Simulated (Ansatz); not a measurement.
# ¹⁷O NMR of the central transition in CO2

Cell: a computed structure from the Materials Project (it need not be an observed phase), taken as it stands.

```cif
data_CO2
_symmetry_space_group_name_H-M 'P4_12_12'
_symmetry_Int_Tables_number 92
_cell_length_a 5.0693
_cell_length_b 5.0693
_cell_length_c 7.2320
_cell_angle_alpha 90.000
_cell_angle_beta 90.000
_cell_angle_gamma 90.000
loop_
_atom_site_label
_atom_site_type_symbol
_atom_site_symmetry_multiplicity
_atom_site_Wyckoff_symbol
_atom_site_fract_x
_atom_site_fract_y
_atom_site_fract_z
C C 4 a 0.9888 0.0112 0.7500
O O 8 b 0.6750 0.3476 0.4927
```

One atom of each set is listed.

Level of theory: DFT, r2SCAN, plane waves and PAW, scalar-relativistic, 500 eV cutoff, Γ-centred 5×5×4 k-points, Fermi–Dirac smearing 0.02 eV (Ansatz 0.2.0).

¹⁷O has I = 5/2 and Q = -25.58 mb (Pyykkö 2018); at 21.1 T its Larmor frequency is ν₀ = 121.8 MHz. Only the quadrupole interaction is simulated: positions count from each site's isotropic chemical shift, and J coupling is left out, as are shift anisotropy and dipolar coupling, which fast spinning averages.

**Question.** Simulate the second-order pattern (fast magic-angle spinning, Gaussian broadening 0.1 kHz) of site O (1 C at 1.17 Å).

**Answer.** The calculation gives C_Q = -4.99 MHz and η = 0.08, so ν_Q = 0.748 MHz and the centre of gravity lies at -10.1 ppm (-1.23 kHz).

(offset (kHz), height): (-3.203, 0), (-3.126, 0), (-3.048, 3), (-2.971, 5), (-2.894, 5), (-2.817, 6), (-2.740, 6), (-2.663, 6), (-2.585, 6), (-2.508, 6), (-2.431, 6), (-2.354, 6), (-2.277, 7), (-2.200, 7), (-2.122, 7), (-2.045, 12), (-1.968, 42), (-1.891, 76), (-1.814, 76), (-1.737, 57), (-1.659, 49), (-1.582, 45), (-1.505, 42), (-1.428, 41), (-1.351, 40), (-1.274, 40), (-1.196, 40), (-1.119, 40), (-1.042, 41), (-0.965, 43), (-0.888, 45), (-0.811, 48), (-0.733, 54), (-0.656, 63), (-0.579, 83), (-0.502, 100), (-0.425, 73), (-0.348, 25), (-0.270, 1), (-0.193, 0)

At O V_zz points along its bond to C (within 1°).

At this cell the principal stresses reach 6 GPa in size with r2SCAN, which can matter for small gradients. The largest force is 1.5 eV/Å, so the atoms aren't at the calculated equilibrium and relaxing them would move these values.
